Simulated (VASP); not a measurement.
# BeS (F-43m) in VASP: single point with PBE0

Aim: the single point of BeS with PBE0.

Program: VASP 6.6.1. These are calculated values, not measurements. Logs are shortened: lines on timing, memory, paths and dates and some standing lists are left out, and cuts for length are marked.

### 1 The structure

Symmetry: F-43m, No. 216, cubic system. The conventional cell has a = 4.841 Å, b = 4.841 Å, c = 4.841 Å, α = 90.00°, β = 90.00°, γ = 90.00°. Be (site symmetry -43m) has 4 S at 2.10 Å as nearest neighbours. S (site symmetry -43m) is surrounded by 4 Be at 2.10 Å.

The cell is a database's computed one.

### 2 Single point, PBE0

Input file POSCAR:

```
BeS
1.0
    0.0000000000      2.4205100000      2.4205100000
    2.4205100000      0.0000000000      2.4205100000
    2.4205100000      2.4205100000      0.0000000000
Be S
1 1
Direct
    0.0000000000      0.0000000000      0.0000000000
    0.2500000000      0.2500000000      0.2500000000
```

Input file INCAR.step1:

```
SYSTEM = BeS
PREC     = Accurate       ! precision mode
ENCUT    = 520            ! plane-wave cutoff, eV
EDIFF    = 1E-5           ! SCF threshold, eV
ISMEAR   = 0              ! smearing method
SIGMA    = 0.02           ! smearing width, eV
LREAL    = .False.        ! projectors in reciprocal space
LASPH    = .True.         ! aspherical terms in the spheres
NELM     = 100            ! most SCF steps
ALGO     = Normal         ! electronic algorithm
ISIF     = 2              ! what is computed and relaxed
LWAVE    = .True.         ! write WAVECAR
GGA      = PE             ! functional
```

Input file INCAR.step2:

```
SYSTEM = BeS
PREC     = Accurate       ! precision mode
ENCUT    = 520            ! plane-wave cutoff, eV
EDIFF    = 1E-6           ! SCF threshold, eV
ISMEAR   = 0              ! smearing method
SIGMA    = 0.02           ! smearing width, eV
LREAL    = .False.        ! projectors in reciprocal space
LASPH    = .True.         ! aspherical terms in the spheres
NELM     = 100            ! most SCF steps
ALGO     = Normal         ! electronic algorithm
ISIF     = 2              ! what is computed and relaxed
LWAVE    = .False.        ! write WAVECAR
LCHARG   = .True.         ! write CHGCAR
GGA      = PE             ! functional
LHFCALC  = .True.         ! exact exchange
AEXX     = 0.25           ! exact-exchange fraction
PRECFOCK = Fast         
LELF     = .True.         ! ELF
LVHAR    = .True.       
ISTART   = 1
```

Input file KPOINTS:

```
Automatic mesh
0
Gamma
  6 6 6
  0 0 0
```

Potentials or basis: VASP PAW PBE potentials, release 64 (Be, S).

Run with:

```console
$ cat potpaw_PBE.64/Be/POTCAR potpaw_PBE.64/S/POTCAR > POTCAR
$ cp INCAR.step1 INCAR
$ mpirun -np 1 vasp_std > vasp.out
$ cp INCAR.step2 INCAR
$ mpirun -np 1 vasp_std > vasp.out
```

OUTCAR:

```text
SYSTEM = BeS
   PREC = Accurate
   ENCUT = 520
   EDIFF = 1E-6
   ISMEAR = 0
   LREAL = .False.
   LASPH = .True.
   NELM = 100
   ISIF = 2
   GGA = PE
   LHFCALC = .True.
   AEXX = 0.25
   PRECFOCK = Fast
   ISTART = 1

 ion  position               nearest neighbor table
   1  0.000  0.000  0.000-   2 2.10   2 2.10   2 2.10   2 2.10
   2  0.250  0.250  0.250-   1 2.10   1 2.10   1 2.10   1 2.10

  LATTYP: Found a face centered cubic cell.
 ALAT       =     4.8410200000

  Lattice vectors:

 A1 = (   0.0000000000,   2.4205100000,   2.4205100000)
 A2 = (   2.4205100000,   0.0000000000,   2.4205100000)
 A3 = (   2.4205100000,   2.4205100000,   0.0000000000)

Analysis of symmetry for initial positions (statically):
=====================================================================
 Subroutine PRICEL returns:
 Original cell was already a primitive cell.

 Routine SETGRP: Setting up the symmetry group for a
 face centered cubic supercell.

 Subroutine GETGRP returns: Found 24 space group operations
 (whereof 24 operations were pure point group operations)
 out of a pool of 48 trial point group operations.

The static configuration has the point symmetry T_d .

Analysis of symmetry for dynamics (positions and initial velocities):
=====================================================================
 Subroutine PRICEL returns:
 Original cell was already a primitive cell.

 Routine SETGRP: Setting up the symmetry group for a
 face centered cubic supercell.

 Subroutine GETGRP returns: Found 24 space group operations
 (whereof 24 operations were pure point group operations)
 out of a pool of 48 trial point group operations.

The dynamic configuration has the point symmetry T_d .

 Subroutine INISYM returns: Found 24 space group operations
 (whereof 24 operations are pure point group operations),
 and found     1 'primitive' translations

----------------------------------------------------------------------------------------

                                     Primitive cell

  volume of cell :      28.3629

  direct lattice vectors                    reciprocal lattice vectors
     0.000000000  2.420510000  2.420510000    -0.206568037  0.206568037  0.206568037
     2.420510000  0.000000000  2.420510000     0.206568037 -0.206568037  0.206568037
     2.420510000  2.420510000  0.000000000     0.206568037  0.206568037 -0.206568037

  length of vectors
[... 85 lines left out ...]
   NUPDOWN=      -1.0000    fix difference up-down
   EMIN   =  10.00;   EMAX   =-10.00  energy-range for DOS
   EFERMI =   0.00;   METHOD = LEGACY
   ISMEAR =     0;   SIGMA  =   0.02  broadening in eV -4-tet -1-fermi 0-gaus
   EFERMI_NEDOS =   21; number of points for ismear=-14 and -15
   IALGO  =     38    algorithm
   IMIX   =      1    mixing-type and parameters
     AMIX     =   0.40;   BMIX     =  1.00
     AMIX_MAG =   1.60;   BMIX_MAG =  1.00
  volume/ion in A,a.u.               =      14.18        95.70
  Fermi-wavevector in a.u.,A,eV,Ry     =   1.073630  2.028866 15.683180  1.152681
  Thomas-Fermi vector in A             =   2.209435
   LORBIT       =      0    0 simple, 1 ext, 2 COOP (PROOUT), +10 PAW based schemes
   GGA     = PE    functional components
   LHFCALC =     T    Hartree Fock is set to
   PRECFOCK=fast      Normal, Fast or Accurate (Low or Medium for compatibility)
   ENCUT4O =  -1.0   cutoff for four orbital integrals eV
   NKREDX  =     1    reduce k-point grid by
   NKREDY  =     1    reduce k-point grid by
   NKREDZ  =     1    reduce k-point grid by
   AEXX    =    0.2500 exact exchange contribution
   HFSCREEN=    0.0000 screening length (either q_TF or 0.3 A-1)
   HFSCREENC=   0.0000 screening length for correlation (either q_TF or 0.3 A-1)
   ENCUTFOCK=  -1.0 apply spherical cutoff to Coloumb kernel
   IVDW    =     0    specifies the selected vdW correction
   LEPSILON=     F    determine dielectric tensor
   LRPA    =     F    only Hartree local field effects (RPA)
 non-spin polarized calculation
 Gauss-broadening in eV      SIGMA  =   0.02
  energy-cutoff  :      520.00
  volume of cell :       28.36
 maximum number of plane-waves:       778
 NGX is ok and might be reduce to    28
  NGX = 16; NGY = 16; NGZ = 16

 number of electron       7.9999999 magnetization

 Free energy of the ion-electron system (eV)
  ---------------------------------------------------
  ext. energy  EPLUGINS =         0.00000000
  ---------------------------------------------------
  free energy    TOTEN  =       -11.99350778 eV

  energy without entropy =      -11.99350778  energy(sigma->0) =      -11.99350778

 E-fermi :   3.3118     XC(G=0):  -7.7152

 val. band max:        3.2003953696   @ k =   0.0000   0.0000   0.0000
 cond. band min:       7.9629462540   @ k =   0.5000   0.5000   0.0000
 fundamental gap:      4.7625508843
 Fermi energy:         3.3118135711

 k-point     1 :       0.0000    0.0000    0.0000
  band No.  band energies     occupation
      1     -11.9833      2.00000
      2       3.2004      2.00000
      3       3.2004      2.00000
      4       3.2004      2.00000
      5      10.8139      0.00000
      6      10.8139      0.00000
      7      10.8139      0.00000
      8      11.0417      0.00000
[... 155 lines left out ...]
 k-point    16 :      -0.3333    0.5000    0.1667
  band No.  band energies     occupation
      1      -9.5260      2.00000
      2      -1.9500      2.00000
      3      -0.5872      2.00000
      4      -0.3020      2.00000
      5      10.1348      0.00000
      6      11.7945      0.00000
      7      15.4809      0.00000
      8      15.9926      0.00000

------------------------ aborting loop because EDIFF is reached ----------------------------------------

  FORCE on cell =-STRESS in cart. coord.  units (eV):
  Direction    XX          YY          ZZ          XY          YZ          ZX
  --------------------------------------------------------------------------------------
  -------------------------------------------------------------------------------------
  Total        0.1067827      0.1067827      0.1067827      0.0000000     -0.0000000      0.0000000
  in kB        6.0319929      6.0319929      6.0319929      0.0000000     -0.0000000      0.0000000
  external PRESSURE =       6.0319929 kB  Pullay stress =       0.0000000 kB

 VOLUME and BASIS-vectors are now :
 -----------------------------------------------------------------------------
  energy-cutoff  :      520.00
  volume of cell :       28.36
      direct lattice vectors                 reciprocal lattice vectors
     0.000000000  2.420510000  2.420510000    -0.206568037  0.206568037  0.206568037
     2.420510000  0.000000000  2.420510000     0.206568037 -0.206568037  0.206568037
     2.420510000  2.420510000  0.000000000     0.206568037  0.206568037 -0.206568037

 POSITION                                       TOTAL-FORCE (eV/Angst)
 -----------------------------------------------------------------------------------
      0.00000      0.00000      0.00000         0.000000      0.000000     -0.000000
      1.21026      1.21026      1.21026         0.000000      0.000000      0.000000
 -----------------------------------------------------------------------------------
    total drift:                               -0.000000      0.000000      0.000000

  FREE ENERGIE OF THE ION-ELECTRON SYSTEM (eV)
  ---------------------------------------------------
  free  energy   TOTEN  =       -11.9935077772 eV

  energy  without entropy=      -11.9935077772  energy(sigma->0) =      -11.99350778
```

OUTCAR.step1:

```text
SYSTEM = BeS
   PREC = Accurate
   ENCUT = 520
   EDIFF = 1E-5
   ISMEAR = 0
   LREAL = .False.
   LASPH = .True.
[... 388 lines left out ...]
      0.00000      0.00000      0.00000         0.000000      0.000000      0.000000
      1.21026      1.21026      1.21026        -0.000000     -0.000000     -0.000000
 -----------------------------------------------------------------------------------
    total drift:                                0.000000      0.000000      0.000000

  FREE ENERGIE OF THE ION-ELECTRON SYSTEM (eV)
  ---------------------------------------------------
  free  energy   TOTEN  =       -10.0064206158 eV

  energy  without entropy=      -10.0064206158  energy(sigma->0) =      -10.00642062
```

Run time: 86 s. Hardware: 1 thread of Intel Xeon Platinum 8559C (Emerald Rapids), shared host; peak memory 0.15 GiB.

What came out:

```yaml
Free_energy: -11.9935 eV
Pressure: 0.6 GPa
Band_gap_on_the_k_mesh: 4.76 eV, indirect (least direct gap 7.61 eV)
```

Levels at points of the mesh, in eV from the valence-band top:
```csv
k point,band 1,band 2,band 3,band 4,band 5,band 6,band 7,band 8
"(0.00, 0.00, 0.00)",-15.18,0.00,0.00,0.00,7.61,7.61,7.61,7.84
"(0.50, 0.00, 0.00)",-13.38,-6.45,-1.14,-1.14,7.37,8.53,8.53,13.32
"(0.50, 0.50, 0.00)",-12.77,-5.62,-2.92,-2.92,4.76,6.70,15.35,15.35
```

Caveat: the PAW data sets were made with another functional, which shifts forces and pressure a little. A k mesh can miss the band edges.
